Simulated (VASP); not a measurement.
# HfS2 (P-3m1) in VASP: relaxation of cell and atoms with LDA

Aim: the relaxation of cell and atoms of HfS2 with LDA.

Everything below comes from runs of VASP 6.6.1. Logs are shortened: lines on timing, memory, paths and dates and some standing lists are left out, and cuts for length are marked.

### 1 The crystal as given

It takes space group P-3m1 (No. 164, trigonal). Conventional cell: a = 3.640 Å, b = 3.640 Å, c = 6.056 Å, α = 90.00°, β = 90.00°, γ = 120.00°. Hf (site symmetry -3m) is surrounded by 6 S at 2.54 Å. S (site symmetry 3m) has 3 Hf at 2.54 Å as nearest neighbours.

The cell is a database's computed one.

### 2 Relaxation of cell and atoms, LDA, target pressure 0.5 GPa, at which the enthalpy is minimised

INCAR

```
SYSTEM = HfS2
PREC = Accurate ; ENCUT = 600
EDIFF = 1E-7 ; ISMEAR = -1
SIGMA = 0.05 ; LREAL = .False.
LASPH = .True. ; NELM = 80
ALGO = Normal ; ISIF = 3
LWAVE = .False. ; LCHARG = .False.
IBRION = 2 ; NSW = 40
EDIFFG = -0.01 ; PSTRESS = 5
```

KPOINTS

```
Automatic mesh
0
Gamma
  12 12 8
  0 0 0
```

POSCAR

```
HfS2
1.0
    3.6396641800      0.0000000000      0.0000000000
   -1.8198320900      3.1520416411      0.0000000000
    0.0000000000      0.0000000000      6.0555624700
Hf S
1 2
Direct
    0.0000000000      0.0000000000      0.0000000000
    0.6666666667      0.3333333333      0.7639520500
    0.3333333333      0.6666666667      0.2360479500
```

Potentials or basis: VASP PAW LDA potentials, release 64 (Hf_pv, S).

Command:

```sh
$ cat potpaw_LDA.64/Hf_pv/POTCAR potpaw_LDA.64/S/POTCAR > POTCAR
$ mpirun -np 1 vasp_std > vasp.out
```

OUTCAR:

```text
SYSTEM = HfS2
   PREC = Accurate
   ENCUT = 600
   EDIFF = 1E-7
   ISMEAR = -1
   LREAL = .False.
   LASPH = .True.
   NELM = 80
   ISIF = 3
   IBRION = 2
   NSW = 40
   EDIFFG = -0.01
   PSTRESS = 5

 ion  position               nearest neighbor table
   1  0.000  0.000  0.000-   2 2.54   3 2.54   3 2.54   2 2.54   2 2.54   3 2.54
   2  0.667  0.333  0.764-   1 2.54   1 2.54   1 2.54
   3  0.333  0.667  0.236-   1 2.54   1 2.54   1 2.54

  LATTYP: Found a hexagonal cell.
 ALAT       =     3.6396641800
 C/A-ratio  =     1.6637695596

  Lattice vectors:

 A1 = (   3.6396641800,   0.0000000000,   0.0000000000)
 A2 = (  -1.8198320900,   3.1520416411,   0.0000000000)
 A3 = (   0.0000000000,   0.0000000000,   6.0555624700)

Analysis of symmetry for initial positions (statically):
=====================================================================
 Subroutine PRICEL returns:
 Original cell was already a primitive cell.

 Routine SETGRP: Setting up the symmetry group for a
 hexagonal supercell.

 Subroutine GETGRP returns: Found 12 space group operations
 (whereof 12 operations were pure point group operations)
 out of a pool of 24 trial point group operations.

The static configuration has the point symmetry D_3d.

Analysis of symmetry for dynamics (positions and initial velocities):
=====================================================================
 Subroutine PRICEL returns:
 Original cell was already a primitive cell.

 Routine SETGRP: Setting up the symmetry group for a
 hexagonal supercell.

 Subroutine GETGRP returns: Found 12 space group operations
 (whereof 12 operations were pure point group operations)
 out of a pool of 24 trial point group operations.

The dynamic configuration has the point symmetry D_3d.

 Subroutine INISYM returns: Found 12 space group operations
 (whereof 12 operations are pure point group operations),
 and found     1 'primitive' translations

----------------------------------------------------------------------------------------

                                     Primitive cell

  volume of cell :      69.4717

  direct lattice vectors                    reciprocal lattice vectors
     3.639664180  0.000000000  0.000000000     0.274750623  0.158627346  0.000000000
    -1.819832090  3.152041641  0.000000000     0.000000000  0.317254692  0.000000000
     0.000000000  0.000000000  6.055562470     0.000000000  0.000000000  0.165137426

  length of vectors
     3.639664180  3.639664180  6.055562470     0.317254692  0.317254692  0.165137426

  position of ions in fractional coordinates (direct lattice)
     0.000000000  0.000000000  0.000000000
     0.666666667  0.333333333  0.763952050
     0.333333333  0.666666667  0.236047950

  ion indices of the primitive-cell ions
   primitive index   ion index
                 1           1
                 2           2
                 3           3

----------------------------------------------------------------------------------------

 KPOINTS: Automatic mesh

Automatic generation of k-mesh.
 Grid dimensions read from file:
 generate k-points for:   12   12    8

 Generating k-lattice:

  Cartesian coordinates                     Fractional coordinates (reciprocal lattice)
     0.022895885  0.013218945  0.000000000     0.083333333  0.000000000  0.000000000
     0.000000000  0.026437891  0.000000000     0.000000000  0.083333333  0.000000000
     0.000000000  0.000000000  0.020642178     0.000000000  0.000000000  0.125000000

  Length of vectors
     0.026437891  0.026437891  0.020642178

  Shift w.r.t. Gamma in fractional coordinates (k-lattice)
     0.000000000  0.000000000  0.000000000

 Subroutine IBZKPT returns following result:
 ===========================================

 Found    131 irreducible k-points:

 Following reciprocal coordinates:
            Coordinates               Weight
  0.000000  0.000000  0.000000      1.000000
  0.083333 -0.000000  0.000000      6.000000
  0.166667 -0.000000  0.000000      6.000000
  0.250000 -0.000000  0.000000      6.000000
  0.333333 -0.000000  0.000000      6.000000
  0.416667 -0.000000  0.000000      6.000000
[... 16 lines left out ...]
  0.166667 -0.000000  0.125000      6.000000
  0.000000  0.166667  0.125000      6.000000
 [... further k-points ...]
   k-points           NKPTS =    131   k-points in BZ     NKDIM =    131   number of bands    NBANDS=     15
   number of dos      NEDOS =    301   number of ions     NIONS =      3
   total plane-waves  NPLWV =  43200
   dimension x,y,z NGX =    30 NGY =   30 NGZ =   48
   dimension x,y,z NGXF=    60 NGYF=   60 NGZF=   96
   ions per type =               1   2
   NGX,Y,Z   is equivalent  to a cutoff of  13.70, 13.70, 13.18 a.u.
   NGXF,Y,Z  is equivalent  to a cutoff of  27.41, 27.41, 26.36 a.u.
 SYSTEM =  HfS2
   PREC   = accura    normal or accurate (medium, high low for compatibility)
   ISTART =      0    job   : 0-new  1-cont  2-samecut
   ICHARG =      2    charge: 1-file 2-atom 10-const
   ISPIN  =      1    spin polarized calculation?
   LNONCOLLINEAR =      F non collinear calculations
   LSORBIT =      F    spin-orbit coupling
   LASPH  =      T    aspherical Exc in radial PAW
   ENCUT  =  600.0 eV  44.10 Ry    6.64 a.u.   7.27  7.27 12.09*2*pi/ulx,y,z
   NELM   =     80;   NELMIN=  2; NELMDL= -5     # of ELM steps
   EDIFF  = 0.1E-06   stopping-criterion for ELM
   LREAL  =      F    real-space projection
   EDIFFG = -.1E-01   stopping-criterion for IOM
   NSW    =     40    number of steps for IOM
   IBRION =      2    ionic relax: 0-MD 1-quasi-New 2-CG
   NFREE  =      1    steps in history (QN), initial steepest desc. (CG)
   ISIF   =      3    stress and relaxation
   ISYM   =      2    0-nonsym 1-usesym 2-fastsym
   POTIM  = 0.5000    time-step for ionic-motion
   TEBEG  =    0.0;   TEEND  =   0.0 temperature during run
   PSTRESS=    5.0 pullay stress
   NELECT =      22.0000    total number of electrons
   NUPDOWN=      -1.0000    fix difference up-down
   EMIN   =  10.00;   EMAX   =-10.00  energy-range for DOS
   EFERMI =   0.00;   METHOD = LEGACY
   ISMEAR =    -1;   SIGMA  =   0.05  broadening in eV -4-tet -1-fermi 0-gaus
   EFERMI_NEDOS =   21; number of points for ismear=-14 and -15
   IALGO  =     38    algorithm
   IMIX   =      4    mixing-type and parameters
     AMIX     =   0.40;   BMIX     =  1.00
     AMIX_MAG =   1.60;   BMIX_MAG =  1.00
  volume/ion in A,a.u.               =      23.16       156.27
  Fermi-wavevector in a.u.,A,eV,Ry     =   1.115869  2.108686 16.941474  1.245163
  Thomas-Fermi vector in A             =   2.252478
   LORBIT       =      0    0 simple, 1 ext, 2 COOP (PROOUT), +10 PAW based schemes
   GGA     = CA    functional components
   LHFCALC =     F    Hartree Fock is set to
   AEXX    =    0.0000 exact exchange contribution
   IVDW    =     0    specifies the selected vdW correction
   LEPSILON=     F    determine dielectric tensor
   LRPA    =     F    only Hartree local field effects (RPA)
 conjugate gradient relaxation of ions
 non-spin polarized calculation
  energy-cutoff  :      600.00
  volume of cell :       69.47
 maximum number of plane-waves:      2364
 NGX is ok and might be reduce to    30
   NGX = 15   NGY = 15   NGZ = 25

--------------------------------------- Ionic step        1  -------------------------------------------

 number of electron      22.0000001 magnetization

 Free energy of the ion-electron system (eV)
  ---------------------------------------------------
  ext. energy  EPLUGINS =         0.00000000
  ---------------------------------------------------
  free energy    TOTEN  =       -24.80886464 eV

  energy without entropy =      -24.80886353  energy(sigma->0) =      -24.80886408

 E-fermi :   3.2654     XC(G=0):  -9.7750

 val. band max:        2.7326786799   @ k =   0.0833   0.0833   0.0000
 cond. band min:       3.7764519362   @ k =   0.5000  -0.0000   0.5000
 fundamental gap:      1.0437732563
 Fermi energy:         3.2654477679

 k-point     1 :       0.0000    0.0000    0.0000
  band No.  band energies     occupation
      1     -27.8096      2.00000
      2     -27.7017      2.00000
      3     -27.7017      2.00000
      4     -10.2039      2.00000
      5      -8.5223      2.00000
      6      -1.8709      2.00000
      7      -0.0311      2.00000
      8      -0.0311      2.00000
      9       2.6705      1.99999
     10       2.7115      1.99997
     11       2.7115      1.99997
     12       4.6101      0.00000
     13       4.6101      0.00000
     14       5.2754      0.00000
[... 401 lines left out ...]
      2     -27.7511      2.00000
      3     -27.7128      2.00000
      4      -9.8723      2.00000
      5      -8.5987      2.00000
      6      -1.4476      2.00000
      7      -0.3271      2.00000
      8       0.1158      2.00000
      9       1.0592      2.00000
     10       2.1236      2.00000
     11       2.6349      1.99999
     12       4.5059      0.00000
     13       5.3771      0.00000
     14       5.8715      0.00000
     15       7.6497      0.00000

 [... further k-points ...]

------------------------ aborting loop because EDIFF is reached ----------------------------------------

  FORCE on cell =-STRESS in cart. coord.  units (eV):
  Direction    XX          YY          ZZ          XY          YZ          ZX
  --------------------------------------------------------------------------------------
  -------------------------------------------------------------------------------------
  Total       -2.0917626     -2.0917626     -1.3117246      0.0000000      0.0000000      0.0000000
  in kB      -48.2408800    -48.2408800    -30.2514016      0.0000000      0.0000000      0.0000000
  external PRESSURE =     -47.2443872 kB  Pullay stress =       5.0000000 kB
[... 100 lines left out ...]
  energy  without entropy=      -24.8482558027  energy(sigma->0) =      -24.84825664

  enthalpy is  TOTEN    =       -24.6406557406 eV   P V=        0.2076017436

 E-fermi :   3.6267     XC(G=0):  -9.9595

 val. band max:        3.1250299716   @ k =   0.0000   0.0000   0.0000
 cond. band min:       4.1042264348   @ k =   0.5000  -0.0000   0.5000
 fundamental gap:      0.9791964632
 Fermi energy:         3.6266841993

 k-point     1 :       0.0000    0.0000    0.0000
  band No.  band energies     occupation
      1     -27.2841      2.00000
      2     -27.1576      2.00000
      3     -27.1576      2.00000
      4     -10.0703      2.00000
      5      -8.2279      2.00000
      6      -1.7204      2.00000
      7       0.2015      2.00000
      8       0.2015      2.00000
      9       3.0151      1.99999
     10       3.1250      1.99991
     11       3.1250      1.99991
     12       5.0015      0.00000
     13       5.0015      0.00000
     14       5.7084      0.00000
[... 401 lines left out ...]
      2     -27.2192      2.00000
      3     -27.1713      2.00000
      4      -9.7067      2.00000
      5      -8.3189      2.00000
      6      -1.2710      2.00000
      7      -0.1140      2.00000
      8       0.3635      2.00000
      9       1.3804      2.00000
     10       2.4864      2.00000
     11       3.0091      1.99999
     12       4.8938      0.00000
     13       5.8386      0.00000
     14       6.3412      0.00000
     15       8.2162      0.00000

 [... further k-points ...]

[... ionic steps 4 to 11 ...]

--------------------------------------- Ionic step       12  -------------------------------------------

 number of electron      22.0000002 magnetization

------------------------ aborting loop because EDIFF is reached ----------------------------------------
[... 73 lines left out ...]
--------------------------------------- Ionic step       14  -------------------------------------------

 number of electron      22.0000000 magnetization

 Free energy of the ion-electron system (eV)
  ---------------------------------------------------
  ext. energy  EPLUGINS =         0.00000000
  ---------------------------------------------------
  free energy    TOTEN  =       -24.87854970 eV

  energy without entropy =      -24.87850410  energy(sigma->0) =      -24.87852690

 E-fermi :   4.5249     XC(G=0): -10.4541

 val. band max:        4.2786346019   @ k =   0.0000   0.0000   0.0000
 cond. band min:       4.7960664598   @ k =   0.5000  -0.0000   0.5000
 fundamental gap:      0.5174318579
 Fermi energy:         4.5248920887

 k-point     1 :       0.0000    0.0000    0.0000
  band No.  band energies     occupation
      1     -26.4058      2.00000
      2     -26.2737      2.00000
      3     -26.2737      2.00000
      4      -9.3882      2.00000
      5      -7.3162      2.00000
      6      -1.2850      2.00000
      7       1.1658      2.00000
      8       1.1658      2.00000
      9       4.0645      1.99980
     10       4.0645      1.99980
     11       4.2786      1.98558
     12       5.9158      0.00000
     13       5.9158      0.00000
     14       6.4308      0.00000
[... 401 lines left out ...]
      2     -26.3404      2.00000
      3     -26.2886      2.00000
      4      -9.0004      2.00000
      5      -7.4435      2.00000
      6      -0.7741      2.00000
      7       0.9176      2.00000
      8       1.2999      2.00000
      9       2.1444      2.00000
     10       3.4430      2.00000
     11       4.0081      1.99994
     12       5.7218      0.00000
     13       6.7153      0.00000
     14       7.1332      0.00000
     15       9.1433      0.00000

 [... further k-points ...]

------------------------ aborting loop because EDIFF is reached ----------------------------------------

  FORCE on cell =-STRESS in cart. coord.  units (eV):
  Direction    XX          YY          ZZ          XY          YZ          ZX
  --------------------------------------------------------------------------------------
  -------------------------------------------------------------------------------------
  Total        0.2014182      0.2014182      0.2004082      0.0000000     -0.0000000     -0.0000000
  in kB        5.2736684      5.2736684      5.2472236      0.0000000     -0.0000000     -0.0000000
  external PRESSURE =       0.2648535 kB  Pullay stress =       5.0000000 kB
[... 22 lines left out ...]
  energy  without entropy=      -24.8785040980  energy(sigma->0) =      -24.87852690

  enthalpy is  TOTEN    =       -24.6875837354 eV   P V=        0.1909659658

 reached required accuracy - stopping structural energy minimisation
```

Run time: 20 min. Hardware: 1 thread of Intel Xeon Platinum 8488C (Sapphire Rapids), shared host; peak memory 0.32 GiB.

Results:

| Property | Result |
| --- | --- |
| Free energy | -24.8785 eV |
| Relaxed volume | 20.40 Å³/atom |
| Relaxed cell | a = 3.545 Å, b = 3.545 Å, c = 5.621 Å, α = 90.00°, β = 90.00°, γ = 120.00° |
| Space group after relaxing (to 0.05 Å) | P-3m1 (No. 164) |
| Energy change on relaxing (the enthalpy is what falls) | -23.2 meV/atom |
| Ionic steps | 14 |
| Pressure after relaxing | 0.5 GPa |
| Largest force after relaxing | 0.007 eV/Å |
| Band gap on the k mesh | 0.52 eV, indirect (least direct gap 1.51 eV) |

Forces in eV/Å, atoms in the order of the input:
```
Hf   0.000  0.000  0.000
S    0.000  0.000  0.007
S    0.000  0.000 -0.007
```

The path:
```tsv
step	energy change (eV)	largest force (eV/Å)	pressure (GPa)	volume (Å³)
1	0.0000	0.2489	-4.22	69.47
2	0.0592	1.2351	7.71	62.83
3	-0.0394	0.3371	0.31	66.52
4	-0.0392	0.3497	0.41	66.46
5	-0.0471	0.2459	0.37	65.95
6	-0.0500	0.0712	0.32	65.13
7	-0.0558	0.0673	0.35	64.47
8	-0.0681	0.0562	0.59	62.51
9	-0.0386	0.0356	2.13	58.59
10	-0.0691	0.0991	1.11	61.49
11	-0.0677	0.0846	1.28	60.86
12	-0.0442	0.5230	-3.10	62.08
13	-0.0691	0.0074	0.60	61.04
14	-0.0697	0.0066	0.53	61.19
```

Final structure:
```yaml
crystal:
  lattice:
    - [3.54537, 0.00000, 0.00000]
    - [-1.77268, 3.07038, 0.00000]
    - [0.00000, 0.00000, 5.62139]
  atoms:
    - { symbol: Hf, position: [0.00000, 0.00000, 0.00000] }
    - { symbol: S, position: [0.66667, 0.33333, 0.74261] }
    - { symbol: S, position: [0.33333, 0.66667, 0.25739] }
```

Levels at points of the mesh, in eV from the valence-band top:
```csv
k point,band 8,band 9,band 10,band 11,band 12,band 13,band 14,band 15
"(0.00, 0.00, 0.00)",-3.11,-0.21,-0.21,0.00,1.64,1.64,2.15,5.07
"(0.50, 0.00, 0.00)",-3.06,-2.79,-2.52,-1.64,0.72,3.92,4.05,5.99
"(0.00, 0.00, 0.50)",-3.04,-2.50,-0.45,-0.45,1.56,1.56,2.56,5.79
"(0.50, 0.00, 0.50)",-3.06,-2.81,-1.18,-0.99,0.52,3.90,4.10,5.17
```

Caveat: the cell is relaxed towards a set pressure, so the enthalpy falls and the energy may rise; spin-orbit coupling is left out, which moves the levels of the heavy elements.
